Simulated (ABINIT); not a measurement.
# Ru (P6_3/mmc) in ABINIT: further runs

One crystal, Ru, is run at these levels: PBE; tasks: band structure.

Everything below comes from runs of ABINIT 10.8.3 (patched build). Logs are shortened: lines on timing, memory, paths and dates and some standing lists are left out, and cuts for length are marked. The log counts tension as positive stress, the text compression.

## Step 1: The structure

The structure is hexagonal, space group P6_3/mmc (No. 194). Conventional cell: a = 2.706 Å, b = 2.706 Å, c = 4.282 Å, α = 90.00°, β = 90.00°, γ = 120.00°. Ru (site symmetry -6m2) has 12 Ru at 2.65 to 2.71 Å as nearest neighbours.

## Step 2: Band structure, PBE

The input, run.abi:

```
ndtset 2

pp_dirpath "./"
pseudos "Ru.upf"

acell 3*1.0 Angstrom
rprim
     2.7058000000     0.0000000000     0.0000000000
    -1.3529000000     2.3432915376     0.0000000000
     0.0000000000     0.0000000000     4.2819000000
ntypat 1
znucl 44
natom 2
typat 1 1
xred
     0.6666666667     0.3333333333     0.7500000000
     0.3333333333     0.6666666667     0.2500000000

ecut 42.0

ixc 11

occopt 3
tsmear 0.05 eV

nstep 100

iomode 3
prtwf 0
prteig 0
prtebands 0
prtden1 1

kptopt1 1
ngkpt1 11 11 6
nshiftk1 1
shiftk1 0.0 0.0 0.0
nband1 20
tolvrs1 1.0e-10

iscf2 -2
getden2 1
nband2 26
nbdbuf2 4
tolwfr2 1.0e-11
kptopt2 -7
ndivsm2 5
prteig2 1
kptbounds2
     0.0000000000     0.0000000000     0.0000000000
     0.5000000000     0.0000000000     0.0000000000
     0.3333333333     0.3333333333     0.0000000000
     0.0000000000     0.0000000000     0.0000000000
     0.0000000000     0.0000000000     0.5000000000
     0.5000000000     0.0000000000     0.5000000000
     0.3333333333     0.3333333333     0.5000000000
     0.0000000000     0.0000000000     0.5000000000
```

Potentials or basis: PseudoDojo NC SR PBE v0.5 standard.

The run is started by

```console
abinit run.abi > log 2>&1
```

run.abo:

```text
.Version 10.8.3 of ABINIT
 DATASET    1 : space group P6_3/m m c (#194); Bravais hP (primitive hexag.)
================================================================================
 Values of the parameters that define the memory need for DATASET  1.
     intxc =       0    ionmov =       0      iscf =       7    lmnmax =       6
     lnmax =       6     mgfft =      48  mpssoang =       3    mqgrid =    3001
     natom =       2  nloc_mem =       1    nspden =       1   nspinor =       1
    nsppol =       1      nsym =      24    n1xccc =    2501    ntypat =       1
    occopt =       3   xclevel =       2
       mpw =        2406          nfft =       43200          nkpt =          64
================================================================================
================================================================================

 DATASET    2 : space group P6_3/m m c (#194); Bravais hP (primitive hexag.)
================================================================================
 Values of the parameters that define the memory need for DATASET  2.
     intxc =       0    ionmov =       0      iscf =      -2    lmnmax =       6
     lnmax =       6     mgfft =      48  mpssoang =       3    mqgrid =    3001
     natom =       2  nloc_mem =       1    nspden =       1   nspinor =       1
    nsppol =       1      nsym =      24    n1xccc =    2501    ntypat =       1
    occopt =       3   xclevel =       2
       mpw =        2418          nfft =       43200          nkpt =          56
================================================================================
================================================================================

--------------------------------------------------------------------------------
------------- Echo of variables that govern the present computation ------------
--------------------------------------------------------------------------------
 -outvars: echo values of preprocessed input variables --------
            acell      1.8897261259E+00  1.8897261259E+00  1.8897261259E+00 Bohr
              amu      1.01070000E+02
             ecut      4.20000000E+01 Hartree
           getden1          0
           getden2          1
             iscf1          7
             iscf2         -2
                       outvar_i_n : Printing only first  50 k-points.
              ixc          11
           jdtset        1    2
                       outvar_i_n : Printing only first  50 k-points.
           kptopt1          1
           kptopt2         -7
         kptrlatt       11    0    0      0   11    0      0    0    6
          kptrlen1     4.85497098E+01
          kptrlen2     3.00000000E+01
            natom           2
            nband1         20
            nband2         26
           nbdbuf1          0
           nbdbuf2          4
           ndtset           2
           ndivsm1          0
           ndivsm2          5
            ngfft          30      30      48
             nkpt1         64
             nkpt2         56
            nstep         100
             nsym          24
           ntypat           1
                       prtocc : prtvol=0, do not print more k-points.
           occopt           3
        prtebands           0
           prteig1          0
           prteig2          1
            prtwf           0
            rprim      2.7058000000E+00  0.0000000000E+00  0.0000000000E+00
                      -1.3529000000E+00  2.3432915376E+00  0.0000000000E+00
                       0.0000000000E+00  0.0000000000E+00  4.2819000000E+00
           shiftk1     0.00000000E+00  0.00000000E+00  0.00000000E+00
           shiftk2     5.00000000E-01  5.00000000E-01  5.00000000E-01
          spgroup         194
           tolvrs1     1.00000000E-10
           tolvrs2     0.00000000E+00
           tolwfr1     0.00000000E+00
           tolwfr2     1.00000000E-11
           tsmear      1.83746611E-03 Hartree
            typat      1  1
                       outvars : Printing only first  50 k-points.
           xangst      1.3529000000E+00  7.8109717920E-01  3.2114250000E+00
                      -2.9837281572E-16  1.5621943584E+00  1.0704750000E+00
            xcart      2.5566104757E+00  1.4760597464E+00  6.0687137239E+00
                      -5.6384290513E-16  2.9521194928E+00  2.0229045746E+00
             xred      6.6666666667E-01  3.3333333333E-01  7.5000000000E-01
                       3.3333333333E-01  6.6666666667E-01  2.5000000000E-01
            znucl       44.00000

================================================================================

 chkinp: Checking input parameters for consistency, jdtset=   1.

 chkinp: Checking input parameters for consistency, jdtset=   2.

[... 165 lines left out ...]
meta: {optdriver: 0, ionmov: 0, optcell: 0, iscf: -2, paral_kgb: 0, }
...

 mkfilename : getden/=0, take file _DEN from output of DATASET   1.

 Exchange-correlation functional for the present dataset will be:
  GGA: Perdew-Burke-Ernzerhof functional - ixc=11
  J.P.Perdew, K.Burke, M.Ernzerhof, PRL 77, 3865 (1996)

 Real(R)+Recip(G) space primitive vectors, cartesian coordinates (Bohr,Bohr^-1):
 R(1)=  5.1132210  0.0000000  0.0000000  G(1)=  0.1955714  0.1129132  0.0000000
 R(2)= -2.5566105  4.4281792  0.0000000  G(2)=  0.0000000  0.2258265  0.0000000
 R(3)=  0.0000000  0.0000000  8.0916183  G(3)=  0.0000000  0.0000000  0.1235847
 Unit cell volume ucvol=  1.8321252E+02 bohr^3
 Angles (23,13,12)=  9.00000000E+01  9.00000000E+01  1.20000000E+02 degrees

 getcut: wavevector=  0.0000  0.0000  0.0000  ngfft=  30  30  48
         ecut(hartree)=     42.000   => boxcut(ratio)=   2.01260
--------------------------------------------------------------------------------

================================================================================
 Non-SCF case, kpt    1 (  0.00000  0.00000  0.00000), residuals and eigenvalues=
  9.70E-12  5.54E-12  5.31E-12  4.24E-12  1.07E-12  1.94E-12  2.36E-12  2.21E-12
  9.76E-12  7.35E-12  5.35E-12  3.07E-12  2.44E-12  3.82E-12  7.48E-12  6.11E-12
  2.11E-12  1.96E-12  4.94E-12  4.01E-12  3.68E-12  7.87E-12  2.66E-12  2.43E-10
  1.12E-06  4.65E-04
 -2.0368E+00 -2.0292E+00 -9.5228E-01 -9.1792E-01 -9.1792E-01 -9.1165E-01
 -9.1165E-01 -9.1014E-01  3.5777E-01  4.2338E-01  5.5605E-01  5.5605E-01
  5.6247E-01  5.8113E-01  5.8113E-01  6.0046E-01  6.0046E-01  6.9515E-01
  6.9515E-01  6.9869E-01  1.0305E+00  1.2057E+00  1.3010E+00  1.3235E+00
  1.4945E+00  1.4974E+00
 Non-SCF case, kpt    2 (  0.05556  0.00000  0.00000), residuals and eigenvalues=
  8.53E-12  5.38E-12  9.65E-12  1.01E-12  1.02E-12  9.85E-12  9.35E-13  1.45E-12
  3.68E-12  6.84E-12  7.97E-12  1.67E-12  1.25E-12  3.31E-12  6.24E-12  5.55E-12
  1.74E-12  7.45E-12  9.91E-12  3.47E-12  2.29E-12  6.63E-12  4.08E-11  2.56E-09
[... 532 lines left out ...]
 -9.1498E-01 -9.1498E-01  4.3208E-01  4.3208E-01  5.3857E-01  5.3857E-01
  5.5238E-01  5.5238E-01  5.5833E-01  5.5833E-01  6.7111E-01  6.7111E-01
  6.7415E-01  6.7415E-01  1.1934E+00  1.1934E+00  1.3142E+00  1.3142E+00
  1.4198E+00  1.4198E+00
 Non-SCF case, kpt   56 (  0.00000  0.00000  0.50000), residuals and eigenvalues=
  4.19E-12  9.38E-12  1.05E-12  7.43E-12  1.18E-12  2.19E-12  1.80E-12  4.10E-12
  1.14E-12  9.62E-12  2.04E-12  6.42E-12  3.59E-12  7.44E-12  3.36E-12  6.64E-12
  4.78E-12  6.38E-12  5.61E-12  8.85E-12  2.55E-12  6.71E-12  3.28E-08  2.89E-07
  7.62E-12  3.32E-12
 -2.0330E+00 -2.0330E+00 -9.3172E-01 -9.3172E-01 -9.1480E-01 -9.1480E-01
 -9.1480E-01 -9.1480E-01  4.2854E-01  4.2854E-01  5.4993E-01  5.4993E-01
  5.4993E-01  5.4993E-01  5.5169E-01  5.5169E-01  6.7158E-01  6.7158E-01
  6.7158E-01  6.7158E-01  1.1887E+00  1.1887E+00  1.3126E+00  1.3126E+00
  1.4300E+00  1.4300E+00

--- !ResultsGS
iteration_state: {dtset: 2, }
comment   : Summary of ground state results
lattice_vectors:
- [  5.1132210,   0.0000000,   0.0000000, ]
- [ -2.5566105,   4.4281792,   0.0000000, ]
- [  0.0000000,   0.0000000,   8.0916183, ]
lattice_lengths: [   5.11322,    5.11322,    8.09162, ]
lattice_angles: [ 90.000,  90.000, 120.000, ] # degrees, (23, 13, 12)
lattice_volume:   1.8321252E+02
convergence: {deltae:  0.000E+00, res2:  0.000E+00, residm:  9.992E-12, diffor:  0.000E+00, }
etotal    :  -2.02162728E+02
entropy   :   0.00000000E+00
fermie    :   6.49091436E-01
cartesian_stress_tensor: null
pressure_GPa: null
xred      :
- [  6.6667E-01,   3.3333E-01,   7.5000E-01, Ru]
- [  3.3333E-01,   6.6667E-01,   2.5000E-01, Ru]
cartesian_forces: null
force_length_stats: {min: null, max: null, mean: null, }
...

 Integrated electronic density in atomic spheres:
 ------------------------------------------------
 Atom  Sphere_radius  Integrated_density
    1        2.00000         12.88180144
    2        2.00000         12.88180144
================================================================================

 ----iterations are completed or convergence reached----

 Mean square residual over all n,k,spin=   45.863E-13; max=  99.920E-13
 reduced coordinates (array xred) for    2 atoms
       0.666666666667      0.333333333333      0.750000000000
       0.333333333333      0.666666666667      0.250000000000

 cartesian coordinates (angstrom) at end:
    1      1.35290000000000     0.78109717920000     3.21142500000000
    2     -0.00000000000000     1.56219435840000     1.07047500000000
 length scales=  1.889726125908  1.889726125908  1.889726125908 bohr
              =  1.000000000000  1.000000000000  1.000000000000 angstroms
 Eigenvalues (hartree) for nkpt=  56  k points:
 kpt#   1, nband= 26, wtk=  1.00000, kpt=  0.0000  0.0000  0.0000 (reduced coord)
  -2.03676   -2.02925   -0.95228   -0.91792   -0.91792   -0.91165   -0.91165   -0.91014
   0.35777    0.42338    0.55605    0.55605    0.56247    0.58113    0.58113    0.60046
   0.60046    0.69515    0.69515    0.69869    1.03054    1.20570    1.30099    1.32345
   1.49445    1.49736
 kpt#   2, nband= 26, wtk=  1.00000, kpt=  0.0556  0.0000  0.0000 (reduced coord)
  -2.03660   -2.02918   -0.95189   -0.91875   -0.91820   -0.91252   -0.91177   -0.91032
   0.36198    0.42663    0.54711    0.55948    0.57039    0.57926    0.58428    0.59636
   0.59783    0.65601    0.69679    0.74346    1.02992    1.21289    1.30586    1.32939
   1.46177    1.46843
 kpt#   3, nband= 26, wtk=  1.00000, kpt=  0.1111  0.0000  0.0000 (reduced coord)
  -2.03611   -2.02900   -0.95074   -0.92113   -0.91899   -0.91498   -0.91210   -0.91086
   0.37417    0.43552    0.53443    0.56961    0.57317    0.58115    0.58264    0.59081
   0.59358    0.62630    0.70095    0.79320    1.02795    1.23091    1.31858    1.34196
   1.40472    1.42258
 kpt#   4, nband= 26, wtk=  1.00000, kpt=  0.1667  0.0000  0.0000 (reduced coord)
  -2.03536   -2.02872   -0.94891   -0.92480   -0.92018   -0.91869   -0.91265   -0.91176
[... 249 lines left out ...]
  -2.03263   -2.03263   -0.93239   -0.93239   -0.91660   -0.91660   -0.91550   -0.91550
   0.44200    0.44200    0.52427    0.52427    0.55811    0.55811    0.56130    0.56130
   0.66993    0.66993    0.68153    0.68153    1.20567    1.20567    1.31785    1.31785
   1.39485    1.39487
 kpt#  55, nband= 26, wtk=  1.00000, kpt=  0.0303  0.0303  0.5000 (reduced coord)
  -2.03293   -2.03293   -0.93186   -0.93186   -0.91529   -0.91529   -0.91498   -0.91498
   0.43208    0.43208    0.53857    0.53857    0.55238    0.55238    0.55833    0.55833
   0.67111    0.67111    0.67415    0.67415    1.19341    1.19341    1.31418    1.31418
   1.41977    1.41977
 kpt#  56, nband= 26, wtk=  1.00000, kpt=  0.0000  0.0000  0.5000 (reduced coord)
  -2.03303   -2.03303   -0.93172   -0.93172   -0.91480   -0.91480   -0.91480   -0.91480
   0.42854    0.42854    0.54993    0.54993    0.54993    0.54993    0.55169    0.55169
   0.67158    0.67158    0.67158    0.67158    1.18872    1.18872    1.31258    1.31258
   1.43004    1.43004

== END DATASET(S) ==============================================================
================================================================================

 -outvars: echo values of variables after computation  --------
            acell      1.8897261259E+00  1.8897261259E+00  1.8897261259E+00 Bohr
           etotal1    -2.0216272819E+02
            fcart1     1.0532090237E-28  1.8242115400E-28 -0.0000000000E+00
                      -1.0532090237E-28 -1.8242115400E-28 -0.0000000000E+00
            rprim      2.7058000000E+00  0.0000000000E+00  0.0000000000E+00
                      -1.3529000000E+00  2.3432915376E+00  0.0000000000E+00
                       0.0000000000E+00  0.0000000000E+00  4.2819000000E+00
           strten1    -1.7037543375E-04 -1.7037543506E-04 -1.6907330118E-04
                       0.0000000000E+00  0.0000000000E+00  0.0000000000E+00
           xangst      1.3529000000E+00  7.8109717920E-01  3.2114250000E+00
                      -2.9837281572E-16  1.5621943584E+00  1.0704750000E+00
             xred      6.6666666667E-01  3.3333333333E-01  7.5000000000E-01
                       3.3333333333E-01  6.6666666667E-01  2.5000000000E-01
 Calculation completed.
```

Wall time 94 s (1 thread of Arm Neoverse V2, shared host); peak memory 0.11 GiB.

Results:

- Free energy: -5501.1281 eV
- Pressure: 5.0 GPa
- Band gap on the k mesh: none (metal or under the smearing width)
- Valence electrons inside the program's atomic spheres: Ru 12.88 (radii [1.0584] Å)

Levels at the corners of the path, in eV from the Fermi level:
| point | band 12 | band 13 | band 14 | band 15 | band 16 | band 17 | band 18 | band 19 | band 20 | band 21 |
| --- | --- | --- | --- | --- | --- | --- | --- | --- | --- | --- |
| Γ | -2.53 | -2.36 | -1.85 | -1.85 | -1.32 | -1.32 | 1.25 | 1.25 | 1.35 | 10.38 |
| M | -2.95 | -2.01 | -1.73 | -1.46 | 1.49 | 1.91 | 1.98 | 4.13 | 6.19 | 11.18 |
| K | -3.71 | -2.78 | -2.78 | -1.01 | 1.08 | 1.08 | 1.51 | 7.09 | 7.32 | 7.32 |
| Γ | -2.53 | -2.36 | -1.85 | -1.85 | -1.32 | -1.32 | 1.25 | 1.25 | 1.35 | 10.38 |
| A | -2.70 | -2.70 | -2.70 | -2.65 | -2.65 | 0.61 | 0.61 | 0.61 | 0.61 | 14.68 |
| L | -4.47 | -0.99 | -0.99 | 0.51 | 0.51 | 1.75 | 1.75 | 3.46 | 3.46 | 10.63 |
| H | -4.05 | -2.65 | -2.65 | -1.12 | -1.12 | 1.30 | 1.30 | 8.51 | 8.51 | 10.77 |
| A | -2.70 | -2.70 | -2.70 | -2.65 | -2.65 | 0.61 | 0.61 | 0.61 | 0.61 | 14.68 |

## Step 3: Band structure, PBE

run.abi is that of step 2.

Potentials or basis: PseudoDojo NC SR PBE v0.5 stringent.

The run is started by

```console
abinit run.abi > log 2>&1
```

Wall time 93 s (1 thread of Arm Neoverse V2, shared host); peak memory 0.11 GiB.

Results (log left out):

- Free energy: -5501.1281 eV
- Pressure: 5.0 GPa
- Band gap on the k mesh: none (metal or under the smearing width)
- Valence electrons inside the program's atomic spheres: Ru 12.88 (radii [1.0584] Å)

Levels at the corners of the path, in eV from the Fermi level:
```tsv
point	band 13	band 14	band 15	band 16	band 17	band 18	band 19	band 20
Γ	-2.36	-1.85	-1.85	-1.32	-1.32	1.25	1.25	1.35
M	-2.01	-1.73	-1.46	1.49	1.91	1.98	4.13	6.19
K	-2.78	-2.78	-1.01	1.08	1.08	1.51	7.09	7.32
Γ	-2.36	-1.85	-1.85	-1.32	-1.32	1.25	1.25	1.35
A	-2.70	-2.70	-2.65	-2.65	0.61	0.61	0.61	0.61
L	-0.99	-0.99	0.51	0.51	1.75	1.75	3.46	3.46
H	-2.65	-2.65	-1.12	-1.12	1.30	1.30	8.51	8.51
A	-2.70	-2.70	-2.65	-2.65	0.61	0.61	0.61	0.61
```

[end of part 1 of 2]
